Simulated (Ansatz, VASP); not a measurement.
Two plane-wave programs on Au

```xyz
1
Lattice="0.0000 2.0453 2.0453 2.0453 0.0000 2.0453 2.0453 2.0453 0.0000" Properties=species:S:1:pos:R:3 pbc="T T T"
Au    0.0000    0.0000    0.0000
```

Alike in both runs: functional PBE; k mesh 18 × 18 × 18; occupations gaussian, width 0.1 eV; no spin polarisation.

Ansatz relaxed the structure, and its values are those at the end. VASP's run is a single point on that final structure, the one shown.

```csv
,VASP,Ansatz
version,VASP 6.6.1,Ansatz 0.2.0
potentials or method,"VASP PAW PBE potentials, release 64 (Au)","scalar-relativistic, plane waves, PAW"
plane-wave cutoff (eV),520,420
valence electrons in the cell,11,19
```

Ansatz gave:

- gap on the k mesh at the Fermi level (eV): none
- pressure (GPa): 8.0

Problem. Estimate VASP's values.

Solution. gap on the k mesh at the Fermi level (eV): none; pressure (GPa): 7.8.

A gap of «none» marks a metal or a gap that the smearing closes. The two sets of potentials don't hold the same shells in valence.

Spin-orbit coupling is left out, which matters for the levels of Au.
